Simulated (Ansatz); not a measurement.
The system is Pd.

```xyz
1
Lattice="0.0000 1.9465 1.9465 1.9465 0.0000 1.9465 1.9465 1.9465 0.0000" Properties=species:S:1:pos:R:3 pbc="T T T"
Pd    0.0000    0.0000    0.0000
```

- Program: Ansatz 0.2.0
- Task: relaxation of cell and atoms
- Functional: SVWN5
- Potentials or basis: Ansatz PAW
- Cutoff: 420 eV (not typed: the program's choice for these potentials)
- k mesh: 12 × 12 × 12
- Occupations: fermi-dirac, width 0.05 eV
- Spin: no spin polarisation

At the start: volume 14.75 Å³/atom.

Q: Where does the relaxation end?

A: It ends after 6 steps and the volume is 14.12 Å³/atom (-4.3 %); space group Fm-3m (No. 225, to 0.05 Å).

Step by step:
| step | energy change (eV) | largest force (eV/Å) | volume (Å³) |
| --- | --- | --- | --- |
| 1 | 0.0000 | 0.0000 | 14.75 |
| 2 | -0.0046 | 0.0000 | 13.62 |
| 3 | -0.0181 | 0.0000 | 14.17 |
| 4 | -0.0182 | 0.0000 | 14.13 |
| 5 | -0.0182 | 0.0000 | 14.12 |
| 6 | -0.0181 | 0.0000 | 14.12 |

Final structure:
```yaml
crystal:
  lattice:
    - [0.00000, 1.91851, 1.91851]
    - [1.91851, 0.00000, 1.91851]
    - [1.91851, 1.91851, 0.00000]
  atoms:
    - { symbol: Pd, position: [0.00000, 0.00000, 0.00000] }
```

Caveat: the plane-wave basis is chosen anew once the cell has moved, so the energies of steps on either side of that aren't comparable; the PAW data sets come from PBE, with cores solved anew for the run's functional, which leaves a small shift of forces and pressure.
